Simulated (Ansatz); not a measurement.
# WS2 (Tungstenite): how the settings move a single-point run

Aim: see which settings change the result for WS2 (Tungstenite), by how much, and at what cost.

Method: reference: DFT, PBEsol, PAW with Ansatz's default frozen-core files, scalar-relativistic, in Ansatz 0.2.0.

3 further runs of the same task are left out: 3 that didn't finish.

**1. The structure to begin with**

Symmetry: R3m, No. 160, trigonal system. Conventional cell: a = 3.158 Å, b = 3.158 Å, c = 18.490 Å, α = 90.00°, β = 90.00°, γ = 120.00°. W (site symmetry 3m) is surrounded by 6 S at 2.39 to 2.42 Å. S (site symmetry 3m) has 3 W at 2.39 Å as nearest neighbours. S (site symmetry 3m) has 3 W at 2.42 Å as nearest neighbours.

Structure file:

```
CELL_PARAMETERS angstrom
1.57900 0.91164 6.16333
-1.57900 0.91164 6.16333
0.00000 -1.82327 6.16333
ATOMIC_POSITIONS crystal
W 0.00000 0.00000 0.00000
S 0.24970 0.24970 0.24970
S 0.41900 0.41900 0.41900
```

**2. Reference**

Input file input.yaml:

```yaml
crystal:
  lattice:
    - [1.579, 0.9116360751, 6.1633333333]
    - [-1.579, 0.9116360751, 6.1633333333]
    - [0.0, -1.8232721501, 6.1633333333]
  atoms:
    - { symbol: W, position: [0.0, 0.0, 0.0] }
    - { symbol: S, position: [0.2497, 0.2497, 0.2497] }
    - { symbol: S, position: [0.419, 0.419, 0.419] }
kpoints:
  mp_grid: { grid: [11, 11, 11] }
scf:
  occupations: { method: fermi_dirac, width: 0.05 }
hamiltonian:
  xc: pbesol
  pseudopotentials: { kind: paw }
output:
  forces: true
  stress: true
  eigenvalues: true
  efg: { contact_densities: true }
  populations: true
```

Command:

```
> ansatz run input.yaml --threads 1 --pin off --max-ram 3072MiB --backend cpu --events-out ev --progress --plain --runs-dir out
```

**3. Changing settings: occupations.method methfessel_paxton, occupations.width 0.15**

input.yaml, as its differences from that of step 2:

```diff
@@ -12,3 +12,3 @@
 scf:
-  occupations: { method: fermi_dirac, width: 0.05 }
+  occupations: { method: methfessel_paxton, width: 0.15 }
 hamiltonian:
```

What does the calculation give? Wanted: for each run, ending; energy change; pressure; gap; force.

As calculated:

| run | ending | energy change | pressure (GPa) | gap (eV) | force (eV/Å) | cycles | time |
| --- | --- | --- | --- | --- | --- | --- | --- |
| reference | converged | 0 | -0.6 | 0.97 | 0.60 | 8 | 20 s |
| 1: occupations.method methfessel_paxton, occupations.width 0.15 | converged | 0.0 meV/atom (σ→0) | -0.6 | 0.97 | 0.60 | 8 | 20 s |

Residual by cycle in the longest SCF loop of each run; runs are numbered as in the table. The quantity is the density residual dr2, in eV.

| cycle | reference | run 1 |
| --- | --- | --- |
| 1 | 0.0582 | 0.0581 |
| 2 | 0.161 | 0.16 |
| 3 | 0.00588 | 0.00589 |
| 4 | 1.9e-4 | 1.9e-4 |
| 5 | 4.5e-5 | 4.4e-5 |
| 6 | 1.2e-5 | 1.2e-5 |
| 7 | 1.3e-6 | 1.3e-6 |
| 8 | 2.7e-8 | 2.9e-8 |

What this shows: Changing the smearing leaves the energy as it was (0.0 meV/atom). The gap of the reference lacks spin-orbit coupling, though the cell holds W.
